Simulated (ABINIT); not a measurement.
# B (P4/mmm) in ABINIT: a series of runs

Aim: see how the results for B move with the level of theory and the settings. Levels: BLYP, AM05, r2SCAN, SCAN. Tasks: single point.

All numbers are computed with ABINIT 10.8.3 (patched build); they aren't measurements. Logs are shortened: lines on timing, memory, paths and dates and some standing lists are left out, and cuts for length are marked. The log counts tension as positive stress, the text compression.

### Step 1. The structure

The structure is tetragonal, space group P4/mmm (No. 123). The conventional cell has a = 2.346 Å, b = 2.346 Å, c = 1.586 Å, α = 90.00°, β = 90.00°, γ = 90.00°. B (site symmetry 4/mmm) is surrounded by 2 B at 1.59 Å.

The cell was built by a generator and needn't be a form met in nature.

### Step 2. Single point, BLYP

File run.abi:

```
# Pseudopotentials
pp_dirpath "./"
pseudos "B.GGA_PBE-JTH.xml"

# Structure
acell 2.34611 2.34611 1.58579 Angstrom
rprim
     1.0000000000     0.0000000000     0.0000000000
     0.0000000000     1.0000000000     0.0000000000
     0.0000000000     0.0000000000     1.0000000000
ntypat 1
znucl 5
natom 1
typat 1
xred
     0.5000000000     0.5000000000     0.5000000000

# Plane-wave basis
ecut 18.0
pawecutdg 36.0
pawxcdev 0
pawovlp 30

# k points
kptopt 1
ngkpt 11 11 16
nshiftk 1
shiftk 0.0 0.0 0.0

# Exchange and correlation
ixc -106131

# Bands and occupations
nband 6
occopt 3
tsmear 0.05 eV

# SCF cycle
nstep 100
tolvrs 1.0e-9

# Output
iomode 3
prtwf 0
prtden 0
prteig 0
prtebands 0
enunit 1
```

Potentials or basis: JTH PAW PBE v2.0.

Command:

```sh
abinit run.abi > log 2>&1
```

run.abo:

```text
.Version 10.8.3 of ABINIT
 Symmetries : space group P4/m m m (#123); Bravais tP (primitive tetrag.)
================================================================================
 Values of the parameters that define the memory need of the present run
     intxc =       0    ionmov =       0      iscf =      17    lmnmax =       8
     lnmax =       4     mgfft =      18  mpssoang =       2    mqgrid =    3001
     natom =       1  nloc_mem =       2    nspden =       1   nspinor =       1
    nsppol =       1      nsym =      16    n1xccc =       1    ntypat =       1
    occopt =       3   xclevel =       2
       mpw =         226          nfft =        3888          nkpt =         189
 PAW method is used; the additional fine FFT grid is defined by:
   mgfftf=        24    nfftf =     10368
================================================================================
================================================================================

--------------------------------------------------------------------------------
------------- Echo of variables that govern the present computation ------------
--------------------------------------------------------------------------------
 -outvars: echo values of preprocessed input variables --------
            acell      4.4335053613E+00  4.4335053613E+00  2.9967087932E+00 Bohr
              amu      1.08110000E+01
             ecut      1.80000000E+01 Hartree
           enunit           1
                       outvar_i_n : Printing only first  50 k-points.
              ixc     -106131
                       outvar_i_n : Printing only first  50 k-points.
         kptrlatt       11    0    0      0   11    0      0    0   16
          kptrlen      4.79473407E+01
            natom           1
            nband           6
            ngfft          18      18      12
          ngfftdg          24      24      18
             nkpt         189
            nstep         100
             nsym          16
           ntypat           1
                       prtocc : prtvol=0, do not print more k-points.
           occopt           3
        pawecutdg      3.60000000E+01 Hartree
          pawovlp      3.0000000000E+01
         pawxcdev           0
           prtden           0
        prtebands           0
           prteig           0
            prtwf           0
          spgroup         123
           tolvrs      1.00000000E-09
           tsmear      1.83746611E-03 Hartree
            typat      1
           useylm           1
                       outvars : Printing only first  50 k-points.
           xangst      1.1730550000E+00  1.1730550000E+00  7.9289500000E-01
            xcart      2.2167526806E+00  2.2167526806E+00  1.4983543966E+00
             xred      5.0000000000E-01  5.0000000000E-01  5.0000000000E-01
            znucl        5.00000

================================================================================

 chkinp: Checking input parameters for consistency.

================================================================================
== DATASET  1 ==================================================================

--- !DatasetInfo
iteration_state: {dtset: 1, }
dimensions: {natom: 1, nkpt: 189, mband: 6, nsppol: 1, nspinor: 1, nspden: 1, mpw: 226, }
cutoff_energies: {ecut:  18.0, pawecutdg:  36.0, }
electrons: {nelect:   3.00000000E+00, charge:   0.00000000E+00, occopt:   3.00000000E+00, tsmear:   1.83746611E-03, }
meta: {optdriver: 0, ionmov: 0, optcell: 0, iscf: 17, paral_kgb: 0, }
...

 Real(R)+Recip(G) space primitive vectors, cartesian coordinates (Bohr,Bohr^-1):
 R(1)=  4.4335054  0.0000000  0.0000000  G(1)=  0.2255552  0.0000000  0.0000000
 R(2)=  0.0000000  4.4335054  0.0000000  G(2)=  0.0000000  0.2255552  0.0000000
 R(3)=  0.0000000  0.0000000  2.9967088  G(3)=  0.0000000  0.0000000  0.3336994
 Unit cell volume ucvol=  5.8903218E+01 bohr^3
 Angles (23,13,12)=  9.00000000E+01  9.00000000E+01  9.00000000E+01 degrees

 Coarse grid specifications (used for wave-functions):

 getcut: wavevector=  0.0000  0.0000  0.0000  ngfft=  18  18  12
         ecut(hartree)=     18.000   => boxcut(ratio)=   2.09670

 Fine grid specifications (used for densities):

 getcut: wavevector=  0.0000  0.0000  0.0000  ngfft=  24  24  18
         ecut(hartree)=     36.000   => boxcut(ratio)=   2.00423

--- Pseudopotential description ------------------------------------------------
- pspini: atom type   1  psp file is ./B.GGA_PBE-JTH.xml
 Pseudopotential format is: paw10
 basis_size (lnmax)=  4 (lmn_size=  8), orbitals=   0   0   1   1
 Spheres core radius: rc_sph= 1.70616958
 Shapefunction is SIN type: shapef(r)=[sin(pi*r/rshp)/(pi*r/rshp)]**2
 Radius for shape functions =  1.40269776
 Compensation charge density is not taken into account in XC energy/potential

   1.25854815E+01                                ecore*ucvol(ha*bohr**3)
--------------------------------------------------------------------------------

================================================================================

--- !BeginCycle
iteration_state: {dtset: 1, }
solver: {iscf: 17, nstep: 100, nline: 4, wfoptalg: 10, }
tolerances: {tolvrs: 1.00E-09, }
...

     iter   Etot(hartree)      deltaE(h)  residm     nres2
 ETOT  1  -2.7986621652327    -2.799E+00 6.454E-01 3.016E+00
 ETOT  2  -2.8050010520927    -6.339E-03 3.283E-02 3.441E-01
 ETOT  3  -2.8035824125011     1.419E-03 3.293E-03 3.083E-03
 ETOT  4  -2.8036177813080    -3.537E-05 7.877E-04 3.762E-04
 ETOT  5  -2.8036201841110    -2.403E-06 3.450E-04 2.094E-05
 ETOT  6  -2.8036200832959     1.008E-07 1.488E-03 1.451E-06
 ETOT  7  -2.8036200995573    -1.626E-08 3.579E-04 6.142E-08
 ETOT  8  -2.8036200990280     5.293E-10 4.303E-04 2.992E-09
 ETOT  9  -2.8036200990612    -3.322E-11 1.832E-04 3.371E-10

 At SCF step    9       nres2   =  3.37E-10 < tolvrs=  1.00E-09 =>converged.

 Cartesian components of stress tensor (hartree/bohr^3)
  sigma(1 1)= -3.27566292E-04  sigma(3 2)=  0.00000000E+00
  sigma(2 2)= -3.27566292E-04  sigma(3 1)=  0.00000000E+00
  sigma(3 3)=  3.09558842E-04  sigma(2 1)=  0.00000000E+00

--- !ResultsGS
iteration_state: {dtset: 1, }
comment   : Summary of ground state results
lattice_vectors:
- [  4.4335054,   0.0000000,   0.0000000, ]
- [  0.0000000,   4.4335054,   0.0000000, ]
- [  0.0000000,   0.0000000,   2.9967088, ]
lattice_lengths: [   4.43351,    4.43351,    2.99671, ]
lattice_angles: [ 90.000,  90.000,  90.000, ] # degrees, (23, 13, 12)
lattice_volume:   5.8903218E+01
convergence: {deltae: -3.322E-11, res2:  3.371E-10, residm:  1.832E-04, diffor: null, }
etotal    :  -2.80362010E+00
entropy   :   0.00000000E+00
fermie    :   2.27229209E-01
cartesian_stress_tensor: # hartree/bohr^3
- [ -3.27566292E-04,   0.00000000E+00,   0.00000000E+00, ]
- [  0.00000000E+00,  -3.27566292E-04,   0.00000000E+00, ]
- [  0.00000000E+00,   0.00000000E+00,   3.09558842E-04, ]
pressure_GPa:   3.3890E+00
xred      :
- [  5.0000E-01,   5.0000E-01,   5.0000E-01,  B]
cartesian_forces: # hartree/bohr
- [ -0.00000000E+00,  -0.00000000E+00,  -0.00000000E+00, ]
force_length_stats: {min:   0.00000000E+00, max:   0.00000000E+00, mean:   0.00000000E+00, }
...

 Integrated electronic density in atomic spheres:
 ------------------------------------------------
 Atom  Sphere_radius  Integrated_density
    1        1.70617          1.82244508

================================================================================

 ----iterations are completed or convergence reached----

 Mean square residual over all n,k,spin=   44.676E-08; max=  18.316E-05
 reduced coordinates (array xred) for    1 atoms
       0.500000000000      0.500000000000      0.500000000000
 rms dE/dt=  0.0000E+00; max dE/dt=  0.0000E+00; dE/dt below (all hartree)
    1       0.000000000000      0.000000000000      0.000000000000

 cartesian coordinates (angstrom) at end:
    1      1.17305500000000     1.17305500000000     0.79289500000000

 cartesian forces (hartree/bohr) at end:
    1     -0.00000000000000    -0.00000000000000    -0.00000000000000
 frms,max,avg= 0.0000000E+00 0.0000000E+00   0.000E+00  0.000E+00  0.000E+00 h/b

 cartesian forces (eV/Angstrom) at end:
    1     -0.00000000000000    -0.00000000000000    -0.00000000000000
 frms,max,avg= 0.0000000E+00 0.0000000E+00   0.000E+00  0.000E+00  0.000E+00 e/A
 length scales=  4.433505361254  4.433505361254  2.996708793203 bohr
              =  2.346110000000  2.346110000000  1.585790000000 angstroms
 Fermi (or HOMO) energy (eV) =   6.18322   Average Vxc (eV)= -10.28640
 Eigenvalues (   eV  ) for nkpt= 189  k points:
 kpt#   1, nband=  6, wtk=  0.00052, kpt=  0.0000  0.0000  0.0000 (reduced coord)
  -7.72069   10.46916   10.46916   20.74251   21.88403   32.08407
 prteigrs : prtvol=0 or 1, do not print more k-points.

--- !EnergyTerms
iteration_state     : {dtset: 1, }
comment             : Components of total free energy in Hartree
kinetic             :  1.66063134631216E+00
hartree             :  1.90025621088169E-01
xc                  : -1.07602755108700E+00
Ewald energy        : -3.10686345866103E+00
psp_core            :  2.13663736164641E-01
local_psp           : -9.54832585481033E-01
PAW spherical_terms :  2.69854814342227E-01
internal            : -2.80354807732187E+00
'-kT*entropy'       : -6.85950659077369E-05
total_energy        : -2.80361667238778E+00
total_energy_eV     : -7.62902961580157E+01
...

--- !EnergyTermsDC
iteration_state     : {dtset: 1, }
comment             : '"Double-counting" decomposition of free energy'
band_energy         :  8.84141551150936E-03
Ewald energy        : -3.10686345866103E+00
psp_core            :  2.13663736164641E-01
xc_dc               :  7.66221717899487E-02
PAW spherical_terms :  4.18463119961920E-03
internal            : -2.80355150399531E+00
'-kT*entropy'       : -6.85950659077369E-05
total_energy_dc     : -2.80362009906122E+00
total_energy_dc_eV  : -7.62903894025504E+01
...

--- !EnergyTermsWithPAWCore
iteration_state     : {dtset: 1, }
comment             : 'Components of total free energy, including PAW core contributions'
Total energy        : -2.48292987768636E+01
Total energy DC     : -2.48293022035370E+01
Total energy (eV)   : -6.75639639234099E+02
Total energy DC (eV): -6.75639732478634E+02
...

 Cartesian components of stress tensor (hartree/bohr^3)
  sigma(1 1)= -3.27566292E-04  sigma(3 2)=  0.00000000E+00
  sigma(2 2)= -3.27566292E-04  sigma(3 1)=  0.00000000E+00
  sigma(3 3)=  3.09558842E-04  sigma(2 1)=  0.00000000E+00

-Cartesian components of stress tensor (GPa)         [Pressure=  3.3890E+00 GPa]
- sigma(1 1)= -9.63733304E+00  sigma(3 2)=  0.00000000E+00
- sigma(2 2)= -9.63733304E+00  sigma(3 1)=  0.00000000E+00
- sigma(3 3)=  9.10753557E+00  sigma(2 1)=  0.00000000E+00

== END DATASET(S) ==============================================================
================================================================================

 -outvars: echo values of variables after computation  --------
            acell      4.4335053613E+00  4.4335053613E+00  2.9967087932E+00 Bohr
           etotal     -2.8036200991E+00
            fcart     -0.0000000000E+00 -0.0000000000E+00 -0.0000000000E+00
           strten     -3.2756629198E-04 -3.2756629198E-04  3.0955884193E-04
                       0.0000000000E+00  0.0000000000E+00  0.0000000000E+00
           xangst      1.1730550000E+00  1.1730550000E+00  7.9289500000E-01
             xred      5.0000000000E-01  5.0000000000E-01  5.0000000000E-01
 Calculation completed.
```

Run time: 4.9 s. Hardware: 1 thread of Arm Neoverse V2, shared host; peak memory 0.07 GiB.

Results:

```
Free energy            : -76.2904 eV
Pressure               : 3.4 GPa
Band gap on the k mesh : none (metal or under the smearing width)
```

Levels at points of the mesh, in eV from the Fermi level:
```tsv
k point	band 1	band 2	band 3	band 4	band 5
(0.00, 0.00, 0.00)	-13.90	4.29	4.29	14.56	15.70
(0.00, 0.00, 0.50)	-6.10	1.53	13.32	13.32	21.64
```

Caveat: the PAW data sets were made with another functional, which shifts forces and pressure a little; the atomic spheres overlap.

### Step 3. Single point, AM05

run.abi: that of step 2 with these lines changed.

```diff
@@ -30,3 +30,3 @@
 # Exchange and correlation
-ixc -106131
+ixc -120135
```

Potentials or basis: JTH PAW PBE v2.0.

Command:

```sh
abinit run.abi > log 2>&1
```

run.abo:

```text
.Version 10.8.3 of ABINIT
 Symmetries : space group P4/m m m (#123); Bravais tP (primitive tetrag.)
================================================================================
 Values of the parameters that define the memory need of the present run
     intxc =       0    ionmov =       0      iscf =      17    lmnmax =       8
     lnmax =       4     mgfft =      18  mpssoang =       2    mqgrid =    3001
     natom =       1  nloc_mem =       2    nspden =       1   nspinor =       1
    nsppol =       1      nsym =      16    n1xccc =       1    ntypat =       1
    occopt =       3   xclevel =       2
       mpw =         226          nfft =        3888          nkpt =         189
 PAW method is used; the additional fine FFT grid is defined by:
   mgfftf=        24    nfftf =     10368
================================================================================
================================================================================

--------------------------------------------------------------------------------
------------- Echo of variables that govern the present computation ------------
--------------------------------------------------------------------------------
 -outvars: echo values of preprocessed input variables --------
            acell      4.4335053613E+00  4.4335053613E+00  2.9967087932E+00 Bohr
              amu      1.08110000E+01
             ecut      1.80000000E+01 Hartree
           enunit           1
                       outvar_i_n : Printing only first  50 k-points.
              ixc     -120135
                       outvar_i_n : Printing only first  50 k-points.
         kptrlatt       11    0    0      0   11    0      0    0   16
          kptrlen      4.79473407E+01
            natom           1
            nband           6
            ngfft          18      18      12
          ngfftdg          24      24      18
             nkpt         189
            nstep         100
             nsym          16
           ntypat           1
                       prtocc : prtvol=0, do not print more k-points.
           occopt           3
        pawecutdg      3.60000000E+01 Hartree
          pawovlp      3.0000000000E+01
         pawxcdev           0
           prtden           0
        prtebands           0
           prteig           0
            prtwf           0
          spgroup         123
           tolvrs      1.00000000E-09
           tsmear      1.83746611E-03 Hartree
            typat      1
[... 115 lines left out ...]
    1       0.000000000000      0.000000000000      0.000000000000

 cartesian coordinates (angstrom) at end:
    1      1.17305500000000     1.17305500000000     0.79289500000000

 cartesian forces (hartree/bohr) at end:
    1     -0.00000000000000    -0.00000000000000    -0.00000000000000
 frms,max,avg= 0.0000000E+00 0.0000000E+00   0.000E+00  0.000E+00  0.000E+00 h/b

 cartesian forces (eV/Angstrom) at end:
    1     -0.00000000000000    -0.00000000000000    -0.00000000000000
 frms,max,avg= 0.0000000E+00 0.0000000E+00   0.000E+00  0.000E+00  0.000E+00 e/A
 length scales=  4.433505361254  4.433505361254  2.996708793203 bohr
              =  2.346110000000  2.346110000000  1.585790000000 angstroms
 Fermi (or HOMO) energy (eV) =   5.67814   Average Vxc (eV)= -11.09902
 Eigenvalues (   eV  ) for nkpt= 189  k points:
 kpt#   1, nband=  6, wtk=  0.00052, kpt=  0.0000  0.0000  0.0000 (reduced coord)
  -8.29072   10.12448   10.12448   19.91260   21.07281   32.08894
 prteigrs : prtvol=0 or 1, do not print more k-points.

--- !EnergyTerms
iteration_state     : {dtset: 1, }
comment             : Components of total free energy in Hartree
kinetic             :  1.61941793290243E+00
hartree             :  1.69991194145408E-01
xc                  : -1.09027213035419E+00
Ewald energy        : -3.10686345866103E+00
psp_core            :  2.13663736164641E-01
local_psp           : -8.96869294774592E-01
PAW spherical_terms :  2.90182881138534E-01
internal            : -2.80074913943880E+00
'-kT*entropy'       : -7.17110782202368E-05
total_energy        : -2.80082085051702E+00
total_energy_eV     : -7.62142179692156E+01
...

--- !EnergyTermsDC
iteration_state     : {dtset: 1, }
comment             : '"Double-counting" decomposition of free energy'
band_energy         : -4.02514591536359E-02
Ewald energy        : -3.10686345866103E+00
psp_core            :  2.13663736164641E-01
xc_dc               :  1.06109098280929E-01
PAW spherical_terms :  2.65921413544873E-02
internal            : -2.80074994201461E+00
'-kT*entropy'       : -7.17110782202368E-05
total_energy_dc     : -2.80082165309283E+00
total_energy_dc_eV  : -7.62142398084160E+01
...

--- !EnergyTermsWithPAWCore
iteration_state     : {dtset: 1, }
comment             : 'Components of total free energy, including PAW core contributions'
Total energy        : -2.46207666194984E+01
Total energy DC     : -2.46207674220742E+01
Total energy (eV)   : -6.69965190155326E+02
Total energy DC (eV): -6.69965211994526E+02
...

 Cartesian components of stress tensor (hartree/bohr^3)
  sigma(1 1)=  2.38350735E-04  sigma(3 2)=  0.00000000E+00
  sigma(2 2)=  2.38350735E-04  sigma(3 1)=  0.00000000E+00
  sigma(3 3)= -1.78817185E-04  sigma(2 1)=  0.00000000E+00

-Cartesian components of stress tensor (GPa)         [Pressure= -2.9214E+00 GPa]
- sigma(1 1)=  7.01252072E+00  sigma(3 2)=  0.00000000E+00
- sigma(2 2)=  7.01252072E+00  sigma(3 1)=  0.00000000E+00
- sigma(3 3)= -5.26098322E+00  sigma(2 1)=  0.00000000E+00

== END DATASET(S) ==============================================================
================================================================================

 -outvars: echo values of variables after computation  --------
            acell      4.4335053613E+00  4.4335053613E+00  2.9967087932E+00 Bohr
           etotal     -2.8008216531E+00
            fcart     -0.0000000000E+00 -0.0000000000E+00 -0.0000000000E+00
           strten      2.3835073457E-04  2.3835073457E-04 -1.7881718494E-04
                       0.0000000000E+00  0.0000000000E+00  0.0000000000E+00
           xangst      1.1730550000E+00  1.1730550000E+00  7.9289500000E-01
             xred      5.0000000000E-01  5.0000000000E-01  5.0000000000E-01
 Calculation completed.
```

Run time: 4.9 s. Hardware: 1 thread of Arm Neoverse V2, shared host; peak memory 0.07 GiB.

Results:

* Free energy: -76.2142 eV
* Pressure: -2.9 GPa
* Band gap on the k mesh: none (metal or under the smearing width)

Caveat: the PAW data sets were made with another functional, which shifts forces and pressure a little; the atomic spheres overlap.

[end of part 1 of 2]
